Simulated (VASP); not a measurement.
# KCl in VASP: relaxing the cell with several functionals, part 2 of 2

VASP 6.6.1, plane waves, PAW. Earlier steps stand in the parts before.

## 4. Relaxing with LDA

INCAR

```
ENCUT = 600.000000
SIGMA = 0.020000
EDIFF = 1.00e-07
EDIFFG = -5.00e-03
GGA = CA
PREC = Accurate
IBRION = 2
ISIF = 3
ISMEAR = -1
NBANDS = 15
NELM = 120
NSW = 40
LASPH = .TRUE.
LCHARG = .FALSE.
LWAVE = .FALSE.
LREAL = .FALSE.
```

KPOINTS

```
KPOINTS created by Atomic Simulation Environment
0
Gamma
6 6 6
0 0 0
```

POSCAR

```
K  Cl
 1.0000000000000000
    -0.0000000000000000    3.1891679892388356    3.1891679892388356
     3.1891679892388356   -0.0000000000000000    3.1891679892388356
     3.1891679892388356    3.1891679892388356   -0.0000000000000000
 K   Cl
   1   1
Cartesian
 -0.0000000000000000 -0.0000000000000000  0.0000000000000000
  3.1891679892388356  3.1891679892388356  3.1891679892388356
```

Potentials: the recommended LDA PAW datasets, 16 valence electrons in the neutral cell.

Started as:

```console
$ mpirun -np 1 vasp_std
```

The first run moved the cell so far that it was started again from its end, on a fresh basis. The second run's POSCAR:

```
K  Cl
 1.0000000000000000
     0.0000000000000000    3.0427927832962212    3.0427927832962212
     3.0427927832962212    0.0000000000000000    3.0427927832962212
     3.0427927832962212    3.0427927832962212   -0.0000000000000000
 K   Cl
   1   1
Cartesian
  0.0000000000000000  0.0000000000000000  0.0000000000000000
  3.0427927832962212  3.0427927832962212  3.0427927832962212
```

The files below are the second run's.

Standard output, without the iteration lines:

```text
POSCAR found type information on POSCAR K Cl
 POSCAR found :  2 types and       2 ions
 LDA part: xc-table for (Slater(with rela. corr.)+CA(PZ))
 , standard interpolation
 POSCAR, INCAR and KPOINTS ok, starting setup
 FFT: planning ... GRIDC
 FFT: planning ... GRID_SOFT
 FFT: planning ... GRID
 WAVECAR not read
 WARNING: random wavefunctions but no delay for mixing, default for NELMDL
 entering main loop
 curvature:   0.00 expect dE= 0.000E+00 dE for cont linesearch  0.000E+00
 search vector abs. value=  0.287E-05
 reached required accuracy - stopping structural energy minimisation
```

OSZICAR:

```text
N       E                     dE             d eps       ncg     rms          rms(c)
DAV:   1     0.120518804422E+03    0.12052E+03   -0.76748E+03   480   0.108E+03
DAV:   2    -0.203209092843E+00   -0.12072E+03   -0.10869E+03   635   0.275E+02
DAV:   3    -0.741389491734E+01   -0.72107E+01   -0.71675E+01   648   0.572E+01
DAV:   4    -0.768082776872E+01   -0.26693E+00   -0.26684E+00   729   0.105E+01
DAV:   5    -0.768317343902E+01   -0.23457E-02   -0.23456E-02   655   0.110E+00    0.411E+00
DAV:   6    -0.743355845534E+01    0.24961E+00   -0.34029E-01   578   0.329E+00    0.327E+00
DAV:   7    -0.740852140808E+01    0.25037E-01   -0.61379E-02   642   0.159E+00    0.182E+00
DAV:   8    -0.740811845800E+01    0.40295E-03   -0.97338E-03   684   0.791E-01    0.240E-01
DAV:   9    -0.740808360718E+01    0.34851E-04   -0.36613E-04   629   0.119E-01    0.778E-02
DAV:  10    -0.740817311352E+01   -0.89506E-04   -0.54762E-05   564   0.489E-02    0.475E-03
DAV:  11    -0.740817391157E+01   -0.79804E-06   -0.20864E-06   709   0.828E-03    0.362E-03
DAV:  12    -0.740817422773E+01   -0.31616E-06   -0.45026E-07   571   0.421E-03    0.173E-03
DAV:  13    -0.740817421786E+01    0.98607E-08   -0.28586E-08   380   0.125E-03
   1 F= -.74081742E+01 E0= -.74081742E+01  d E =-.740817E+01
```

From OUTCAR:

```text
k-points           NKPTS =     16   k-points in BZ     NKDIM =     16   number of bands    NBANDS=     15

   NELECT =      16.0000    total number of electrons

   dimension x,y,z NGX =    36 NGY =   36 NGZ =   36
   dimension x,y,z NGXF=    72 NGYF=   72 NGZF=   72

  energy-cutoff  :      600.00
  volume of cell :       56.34
      direct lattice vectors                 reciprocal lattice vectors
     0.000000000  3.042792783  3.042792783    -0.164322724  0.164322724  0.164322724
     3.042792783  0.000000000  3.042792783     0.164322724 -0.164322724  0.164322724
     3.042792783  3.042792783  0.000000000     0.164322724  0.164322724 -0.164322724

 k-points in reciprocal lattice and weights: KPOINTS created by Atomic Simulation Env
   0.00000000  0.00000000  0.00000000       0.005
   0.16666667  0.00000000  0.00000000       0.037
   0.33333333  0.00000000  0.00000000       0.037
   0.50000000  0.00000000  0.00000000       0.019
   0.16666667  0.16666667  0.00000000       0.028
   0.33333333  0.16666667  0.00000000       0.111
   0.50000000  0.16666667  0.00000000       0.111
  -0.33333333  0.16666667  0.00000000       0.111
[... 8 more k-points ...]

 E-fermi :  -1.2347

 k-point     1 :       0.0000    0.0000    0.0000
  band No.  band energies     occupation
      1     -28.2563      2.00000
      2     -13.7971      2.00000
      3     -11.9568      2.00000
      4     -11.9568      2.00000
      5     -11.9568      2.00000
      6      -1.6441      2.00000
      7      -1.6441      2.00000
      8      -1.6441      2.00000
      9       3.4550      0.00000
     10       6.4660      0.00000
     11       6.4660      0.00000
     12       6.4660      0.00000
     13       7.4640      0.00000
     14       7.4640      0.00000
     15      11.1579      0.00000

 k-point     2 :       0.1667    0.0000    0.0000
  band No.  band energies     occupation
      1     -28.2513      2.00000
      2     -13.8658      2.00000
      3     -11.9601      2.00000
      4     -11.9601      2.00000
      5     -11.8702      2.00000
      6      -2.0488      2.00000
      7      -1.7620      2.00000
      8      -1.7620      2.00000
      9       4.1710      0.00000
     10       6.2914      0.00000
     11       6.8526      0.00000
     12       6.8526      0.00000
     13       7.9096      0.00000
     14       7.9096      0.00000
     15      12.2617      0.00000

 k-point     3 :       0.3333    0.0000    0.0000
  band No.  band energies     occupation
      1     -28.2413      2.00000
      2     -13.9886      2.00000
      3     -11.9666      2.00000
      4     -11.9666      2.00000
      5     -11.7101      2.00000
      6      -2.6963      2.00000
      7      -1.9816      2.00000
      8      -1.9816      2.00000
      9       5.3934      0.00000
     10       6.5156      0.00000
     11       7.9074      0.00000
     12       7.9074      0.00000
     13       9.0215      0.00000
     14       9.0215      0.00000
     15      11.5902      0.00000

 k-point     4 :       0.5000    0.0000    0.0000
  band No.  band energies     occupation
      1     -28.2363      2.00000
      2     -14.0444      2.00000
      3     -11.9698      2.00000
      4     -11.9698      2.00000
      5     -11.6348      2.00000
      6      -2.9720      2.00000
      7      -2.0844      2.00000
      8      -2.0844      2.00000
      9       5.8285      0.00000
     10       6.9978      0.00000
     11       8.9491      0.00000
     12       8.9491      0.00000
     13       9.8353      0.00000
     14       9.8353      0.00000
     15      10.7314      0.00000

[... the tables of k-points 5 to 16 left out ...]

  Total        0.0062962      0.0062962      0.0062962     -0.0000000      0.0000000      0.0000000
  in kB        0.1790374      0.1790374      0.1790374     -0.0000000      0.0000000      0.0000000
  external PRESSURE =       0.1790374 kB  Pullay stress =       0.0000000 kB

 POSITION                                       TOTAL-FORCE (eV/Angst)
 -----------------------------------------------------------------------------------
      0.00000      0.00000      0.00000        -0.000000     -0.000000     -0.000000
      3.04279      3.04279      3.04279         0.000000      0.000000      0.000000
 -----------------------------------------------------------------------------------
    total drift:                                0.000000      0.000000      0.000000

  FREE ENERGIE OF THE ION-ELECTRON SYSTEM (eV)
  ---------------------------------------------------
  free  energy   TOTEN  =        -7.4081742179 eV

  energy  without entropy=       -7.4081742178  energy(sigma->0) =       -7.40817422
```

CONTCAR

```
K  Cl
   1.00000000000000
     0.0000000000000000    3.0427927832962212    3.0427927832962212
     3.0427927832962212    0.0000000000000000    3.0427927832962212
     3.0427927832962212    3.0427927832962212    0.0000000000000000
  K               Cl
     1     1
Direct
     0.0000000000000000    0.0000000000000000    0.0000000000000000
     0.5000000000000000    0.5000000000000000    0.5000000000000000

  0.00000000E+00  0.00000000E+00  0.00000000E+00
  0.00000000E+00  0.00000000E+00  0.00000000E+00
```

Hardware: 1 MPI rank of Intel Xeon Platinum 8488C, shared host.

```
                       before   after    change
                a (Å)   6.378   6.086   -4.59 %
     volume (Å³/atom)  32.436  28.172  -13.15 %
shortest distance (Å)   3.189   3.043   -4.59 %
          space group   Fm-3m   Fm-3m      same
```

## 5. Results

This closing draws on all 2 parts.

| level | a (Å) | volume (Å³/atom) | space group | Ansatz: volume (Å³/atom) |
| --- | --- | --- | --- | --- |
| PBE | 6.385 | 32.545 | Fm-3m | 32.436 |
| PBEsol | 6.253 | 30.554 | Fm-3m | 30.418 |
| LDA | 6.086 | 28.172 | Fm-3m | 28.049 |

**Reading.** The PBE run changed the volume by +16.1 % from its own start of 28.04 Å³/atom. The volume spreads over 15.5 %, from LDA to PBE. LDA's volume lies 13.4 % below PBE's. A measured a is 6.29294 Å (298.15 K; a printed reference work, data compilation); the misses are PBE +1.5 %, PBEsol -0.6 %, LDA -3.3 %. The two programs differ by at most 0.45 % in volume, much less than the spread of the functionals. The two codes have different PAW datasets and cutoffs. LDA means the Perdew–Zunger form in VASP and the Perdew–Wang form in Ansatz.
